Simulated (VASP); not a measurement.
InSe: phonons with LDA

InSe:

```
CELL_PARAMETERS angstrom
4.05000 0.00000 0.00000
-2.02500 3.50740 0.00000
0.00000 0.00000 16.93000
ATOMIC_POSITIONS crystal
In 0.66667 0.33333 0.84300
In 0.33333 0.66667 0.34300
In 0.66667 0.33333 0.65700
In 0.33333 0.66667 0.15700
Se 0.66667 0.33333 0.39800
Se 0.33333 0.66667 0.89800
Se 0.66667 0.33333 0.10200
Se 0.33333 0.66667 0.60200
```

```yaml
Program: VASP 6.6.1
Task: phonons
Functional: LDA
Potentials_or_basis: VASP PAW LDA potentials, release 64 (In_d, Se)
Cutoff: 600 eV
k_mesh: 5 × 5 × 2
Occupations: gaussian, width 0.02 eV
Spin: no spin polarisation
Further_INCAR_settings: ALGO = Normal; EDIFF = 1e-08; IBRION = 8; NSW = 1
```

| Quantity | Value |
| --- | --- |
| Relaxed volume | 28.13 Å³/atom |
| Relaxed cell | a = 3.976 Å, b = 3.976 Å, c = 16.440 Å, α = 90.00°, β = 90.00°, γ = 120.00° |
| Space group after relaxing (to 0.05 Å) | P6_3/mmc (No. 194) |
| Highest phonon frequency at Γ, LO-TO splitting left out | 229 cm⁻¹ |

Step by step:
```
step  energy change (eV)  largest force (eV/Å)  pressure (GPa)  volume (Å³)
   1              0.0000                2.6161            3.60       240.49
   2             -0.9321                0.2084           -4.32       264.44
   3             -1.0216                0.8148           -2.96       258.42
   4             -1.3818                0.2727           -1.32       242.22
   5             -1.4050                0.2852           -0.62       237.45
   6             -1.5085                0.3991            0.60       230.69
   7             -1.5188                0.4677            1.13       227.92
   8             -1.5741                0.1024           -0.21       230.06
   9             -1.5741                0.1090           -0.18       230.00
  10             -1.5782                0.0441           -0.12       229.05
  11             -1.5783                0.0641           -0.11       228.88
  12             -1.5795                0.0591            0.05       228.04
  13             -1.5799                0.0931            0.30       226.69
  14             -1.5799                0.0839            0.24       227.05
  15             -1.5805                0.0807            0.23       226.96
  16             -1.5821                0.0708            0.20       226.67
  17             -1.5847                0.0505            0.16       226.10
  18             -1.5872                0.0188            0.08       224.95
  19             -1.5873                0.0230            0.07       224.74
  20             -1.5877                0.0206           -0.04       225.06
  21             -1.5877                0.0201           -0.04       225.06
  22             -1.5878                0.0141            0.01       224.94
  23             -1.5878                0.0116            0.03       224.90
  24             -1.5879                0.0017            0.01       225.04
```

Final structure:
```
CELL_PARAMETERS angstrom
3.97577 0.00000 0.00000
-1.98789 3.44312 0.00000
0.00000 0.00000 16.43956
ATOMIC_POSITIONS crystal
In 0.66667 0.33333 0.83349
In 0.33333 0.66667 0.33349
In 0.66667 0.33333 0.66651
In 0.33333 0.66667 0.16651
Se 0.66667 0.33333 0.41072
Se 0.33333 0.66667 0.91072
Se 0.66667 0.33333 0.08928
Se 0.33333 0.66667 0.58928
```

Phonon frequencies in cm⁻¹ (negative: imaginary):
```tsv
q point	frequencies
(0.000, 0.000, 0.000)	0 0 0 17 17 34 36 36 39 39 108 114 174 174 174 174 178 178 178 178 190 200 228 229
```

Wall time 50 min on 1 thread of AMD EPYC 9R45 96-Core Processor (Zen 5) (shared host), peak memory 0.8 GiB.
